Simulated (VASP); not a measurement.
# MgO (Fm-3m) in VASP: further runs

The runs below take MgO through single point, with LDA.

All numbers are computed with VASP 6.6.1; they aren't measurements. Logs are shortened: lines on timing, memory, paths and dates and some standing lists are left out, and cuts for length are marked.

## 1. Starting point

Symmetry: Fm-3m, No. 225, cubic system. Conventional cell: a = 4.194 Å, b = 4.194 Å, c = 4.194 Å, α = 90.00°, β = 90.00°, γ = 90.00°. Around Mg (site symmetry m-3m) lie 6 O at 2.10 Å. Around O (site symmetry m-3m) lie 6 Mg at 2.10 Å.

The cell is a database's computed one.

## 2. Single point, LDA

The input, INCAR:

```
PREC = Normal
ENCUT = 500
EDIFF = 1E-7
ISMEAR = 0
SIGMA = 0.05
LREAL = False
LASPH = True
NELM = 100
ALGO = Normal
ISIF = 2
LWAVE = False
LCHARG = False
GGA = CA
NBANDS = 11
ADDGRID = False
```

The input, KPOINTS:

```
regular mesh
0
Gamma
  11 11 11
```

The input, POSCAR:

```
MgO
1.0
    0.0000000000      2.0970013927      2.0970013927
    2.0970013927      0.0000000000      2.0970013927
    2.0970013927      2.0970013927      0.0000000000
Mg O
1 1
Direct
    0.0000000000      0.0000000000      0.0000000000
    0.5000000000      0.5000000000      0.5000000000
```

Potentials or basis: VASP PAW LDA potentials, release 64 (Mg, O).

Launch:

```bash
cat potpaw_LDA.64/Mg/POTCAR potpaw_LDA.64/O/POTCAR > POTCAR
mpirun -np 1 vasp_std > vasp.out
```

OUTCAR:

```text
PREC = Normal
   ENCUT = 500
   EDIFF = 1E-7
   ISMEAR = 0
   LREAL = False
   LASPH = True
   NELM = 100
   ISIF = 2
   GGA = CA

 Found     56 irreducible k-points:

 Following reciprocal coordinates:
            Coordinates               Weight
  0.000000  0.000000  0.000000      1.000000
  0.090909  0.000000  0.000000      8.000000
  0.181818  0.000000  0.000000      8.000000
  0.272727  0.000000  0.000000      8.000000
  0.363636  0.000000  0.000000      8.000000
  0.454545  0.000000  0.000000      8.000000
   k-points           NKPTS =     56   k-points in BZ     NKDIM =     56   number of bands    NBANDS=     11
   number of dos      NEDOS =    301   number of ions     NIONS =      2
   total plane-waves  NPLWV =   4096
   dimension x,y,z NGX =    16 NGY =   16 NGZ =   16
   dimension x,y,z NGXF=    32 NGYF=   32 NGZF=   32
   ions per type =               1   1
   NGX,Y,Z   is equivalent  to a cutoff of   8.97,  8.97,  8.97 a.u.
   NGXF,Y,Z  is equivalent  to a cutoff of  17.94, 17.94, 17.94 a.u.
 SYSTEM =  unknown system
   PREC   = normal    normal or accurate (medium, high low for compatibility)
   ISTART =      0    job   : 0-new  1-cont  2-samecut
   ICHARG =      2    charge: 1-file 2-atom 10-const
   ISPIN  =      1    spin polarized calculation?
   LNONCOLLINEAR =      F non collinear calculations
   LSORBIT =      F    spin-orbit coupling
   LASPH  =      T    aspherical Exc in radial PAW
   ENCUT  =  500.0 eV  36.75 Ry    6.06 a.u.   5.41  5.41  5.41*2*pi/ulx,y,z
   NELM   =    100;   NELMIN=  2; NELMDL= -5     # of ELM steps
   EDIFF  = 0.1E-06   stopping-criterion for ELM
   LREAL  =      F    real-space projection
   EDIFFG = 0.1E-05   stopping-criterion for IOM
   NSW    =      0    number of steps for IOM
   IBRION =     -1    ionic relax: 0-MD 1-quasi-New 2-CG
   NFREE  =      0    steps in history (QN), initial steepest desc. (CG)
   ISIF   =      2    stress and relaxation
   ISYM   =      2    0-nonsym 1-usesym 2-fastsym
   POTIM  = 0.5000    time-step for ionic-motion
   TEBEG  =    0.0;   TEEND  =   0.0 temperature during run
   PSTRESS=    0.0 pullay stress
   NELECT =       8.0000    total number of electrons
   NUPDOWN=      -1.0000    fix difference up-down
   EMIN   =  10.00;   EMAX   =-10.00  energy-range for DOS
   EFERMI =   0.00;   METHOD = LEGACY
   ISMEAR =     0;   SIGMA  =   0.05  broadening in eV -4-tet -1-fermi 0-gaus
   EFERMI_NEDOS =   21; number of points for ismear=-14 and -15
   IALGO  =     38    algorithm
   IMIX   =      4    mixing-type and parameters
     AMIX     =   0.40;   BMIX     =  1.00
     AMIX_MAG =   1.60;   BMIX_MAG =  1.00
  volume/ion in A,a.u.               =       9.22        62.23
  Fermi-wavevector in a.u.,A,eV,Ry     =   1.239261  2.341864 20.895389  1.535768
  Thomas-Fermi vector in A             =   2.373752
   LORBIT       =      0    0 simple, 1 ext, 2 COOP (PROOUT), +10 PAW based schemes
   GGA     = CA    functional components
   LHFCALC =     F    Hartree Fock is set to
   AEXX    =    0.0000 exact exchange contribution
   IVDW    =     0    specifies the selected vdW correction
   LEPSILON=     F    determine dielectric tensor
   LRPA    =     F    only Hartree local field effects (RPA)
 non-spin polarized calculation
 Gauss-broadening in eV      SIGMA  =   0.05
  energy-cutoff  :      500.00
  volume of cell :       18.44
 maximum number of plane-waves:       487
   NGX = 11   NGY = 11   NGZ = 11

 number of electron       7.9999996 magnetization

 Free energy of the ion-electron system (eV)
  ---------------------------------------------------
  ext. energy  EPLUGINS =         0.00000000
  ---------------------------------------------------
  free energy    TOTEN  =       -13.43519001 eV

  energy without entropy =      -13.43519001  energy(sigma->0) =      -13.43519001

 E-fermi :   3.2946     XC(G=0): -11.6542

 val. band max:        2.9793292342   @ k =   0.0000   0.0000   0.0000
 cond. band min:       7.7627838366   @ k =   0.0000   0.0000   0.0000
 fundamental gap:      4.7834546024
 Fermi energy:         3.2945732748

 k-point     1 :       0.0000    0.0000    0.0000
  band No.  band energies     occupation
      1     -14.0896      2.00000
      2       2.9791      2.00000
      3       2.9793      2.00000
      4       2.9793      2.00000
      5       7.7628      0.00000
      6      18.5744      0.00000
      7      18.5744      0.00000
      8      18.5744      0.00000
      9      22.6329      0.00000
     10      24.2933      0.00000
     11      24.2933      0.00000

 k-point     2 :       0.0909    0.0000    0.0000
  band No.  band energies     occupation
      1     -13.9969      2.00000
      2       2.4200      2.00000
      3       2.9203      2.00000
      4       2.9205      2.00000
      5       8.2897      0.00000
      6      17.5022      0.00000
      7      18.7788      0.00000
      8      18.7789      0.00000
      9      23.6494      0.00000
     10      23.6494      0.00000
     11      24.0712      0.00000

 k-point     3 :       0.1818    0.0000    0.0000
  band No.  band energies     occupation
      1     -13.7354      2.00000
      2       1.2262      2.00000
      3       2.7672      2.00000
      4       2.7674      2.00000
      5       9.3484      0.00000
      6      16.0752      0.00000
      7      19.2324      0.00000
      8      19.2324      0.00000
      9      22.9204      0.00000
     10      22.9204      0.00000
     11      25.1601      0.00000

 k-point     4 :       0.2727    0.0000    0.0000
  band No.  band energies     occupation
      1     -13.3636      2.00000
      2      -0.0480      2.00000
      3       2.5756      2.00000
      4       2.5758      2.00000
      5      10.2653      0.00000
      6      15.2918      0.00000
      7      19.4571      0.00000
      8      19.4571      0.00000
      9      23.0646      0.00000
     10      23.0646      0.00000
     11      24.6773      0.00000

 k-point     5 :       0.3636    0.0000    0.0000
  band No.  band energies     occupation
      1     -12.9849      2.00000
      2      -1.0982      2.00000
      3       2.4077      2.00000
      4       2.4079      2.00000
      5      10.7005      0.00000
      6      15.2483      0.00000
      7      19.3033      0.00000
      8      19.3033      0.00000
      9      24.0934      0.00000
     10      24.0935      0.00000
     11      24.0985      0.00000

 k-point     6 :       0.4545    0.0000    0.0000
  band No.  band energies     occupation
      1     -12.7387      2.00000
      2      -1.6984      2.00000
      3       2.3111      2.00000
      4       2.3113      2.00000
      5      10.7891      0.00000
      6      15.4821      0.00000
      7      19.1331      0.00000
      8      19.1331      0.00000
      9      23.7693      0.00000
     10      25.1252      0.00000
     11      25.1254      0.00000

 [... further k-points ...]
[... 5 lines left out ...]
  --------------------------------------------------------------------------------------
  -------------------------------------------------------------------------------------
  Total       -0.6654117     -0.6654117     -0.6654117      0.0000000     -0.0000000      0.0000000
  in kB      -57.8062609    -57.8062609    -57.8062609      0.0000000     -0.0000000      0.0000000
  external PRESSURE =     -57.8062609 kB  Pullay stress =       0.0000000 kB

 VOLUME and BASIS-vectors are now :
 -----------------------------------------------------------------------------
  energy-cutoff  :      500.00
  volume of cell :       18.44
      direct lattice vectors                 reciprocal lattice vectors
     0.000000000  2.097001393  2.097001393    -0.238435702  0.238435702  0.238435702
     2.097001393  0.000000000  2.097001393     0.238435702 -0.238435702  0.238435702
     2.097001393  2.097001393  0.000000000     0.238435702  0.238435702 -0.238435702

 POSITION                                       TOTAL-FORCE (eV/Angst)
 -----------------------------------------------------------------------------------
      0.00000      0.00000      0.00000        -0.000000      0.000000      0.000000
      2.09700      2.09700      2.09700         0.000000     -0.000000     -0.000000
 -----------------------------------------------------------------------------------
    total drift:                                0.000000      0.000000      0.000000

  FREE ENERGIE OF THE ION-ELECTRON SYSTEM (eV)
  ---------------------------------------------------
  free  energy   TOTEN  =       -13.4351900056 eV

  energy  without entropy=      -13.4351900056  energy(sigma->0) =      -13.43519001
```

It took 3.9 s on 1 thread of AMD EPYC 9R45 (Zen 5), shared host; peak memory 0.08 GiB.

The run converged, but some of its settings lie outside the range that counts as converged, so its numbers aren't taken as properties of the crystal.

Results:

```yaml
Free_energy: -13.4352 eV
Pressure: -5.8 GPa
Band_gap_on_the_k_mesh: 4.78 eV, direct
```

## 3. Single point, LDA

INCAR is that of step 2.

KPOINTS is that of step 2.

The input, POSCAR:

```
MgO
1.0
    0.0000000000      2.0970013927      2.0970013927
    2.0970013927      0.0000000000      2.0970013927
    2.0970013927      2.0970013927      0.0000000000
Mg O
1 1
Direct
   -0.0111690000     -0.0083340000      0.0019910000
    0.5083620000      0.4891820000      0.5308490000
```

Potentials or basis: VASP PAW LDA potentials, release 64 (Mg, O).

Launch:

```bash
cat potpaw_LDA.64/Mg/POTCAR potpaw_LDA.64/O/POTCAR > POTCAR
mpirun -np 1 vasp_std > vasp.out
```

Wall time 34 s (1 thread of AMD EPYC 9R45 (Zen 5), shared host); peak memory 0.19 GiB.

These settings aren't checked as converged: the numbers below hold their error.

Results:

- Free energy: -13.3950 eV
- Pressure: -4.3 GPa
- Largest force: 0.675 eV/Å
- Band gap on the k mesh: 4.77 eV, direct

(Part 1 of 2 ends here.)
